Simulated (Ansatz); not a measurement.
**GaSb: band structure with LDA**

GaSb:

```
Sb Ga
1.0
    -1.55590    2.67500    2.89331
     1.55590   -2.67500    2.89331
     1.55590    2.67500   -2.89331
Sb Ga
1 1
Cartesian
  0.0000 0.0000 2.8933
  0.0000 0.0000 0.0000
```

Measurements of this composition are mostly on another form, of space group No. 216.

| Quantity | Value |
| --- | --- |
| Program | Ansatz 0.2.0 |
| Task | band structure |
| Functional | LDA |
| Potentials or basis | all-electron LAPW, scalar-relativistic |
| Cutoff | 223 eV (chosen from the basis error) |
| Basis error allowed | 0.001 eV/atom |
| k mesh | 10 × 10 × 10 |
| Occupations | fermi-dirac, width 0.05 eV |
| Spin | no spin polarisation |

- Pressure: -4.5 GPa
- Band gap along the path: none (metal or under the smearing width)

Stress tensor (GPa, compression positive):
```
-3.42  0.00  0.00
 0.00 -4.72  0.00
 0.00  0.00 -5.29
```

Levels at the corners of the path, in eV from the Fermi level:
```tsv
point	band 21	band 22	band 23	band 24	band 25	band 26
Γ	-2.12	-1.69	3.49	5.28	6.09	7.45
X	-3.23	-2.97	-2.63	3.39	4.80	7.05
L	-3.35	-3.20	-2.14	3.11	5.10	6.87
T	-3.09	-2.03	-1.69	3.43	3.81	6.40
W	-4.47	-3.13	2.76	4.04	4.41	5.08
R	-2.03	-0.45	-0.24	1.15	2.80	3.70
X1	-3.23	-2.97	-2.63	3.39	4.80	7.05
Z	-5.03	-4.74	3.25	7.30	9.48	10.12
```

Run time: 68 s on 1 thread of Arm Neoverse N1 (shared host), peak memory 0.61 GiB.

Caveat: spin-orbit coupling is left out, which moves the levels of the heavy elements.
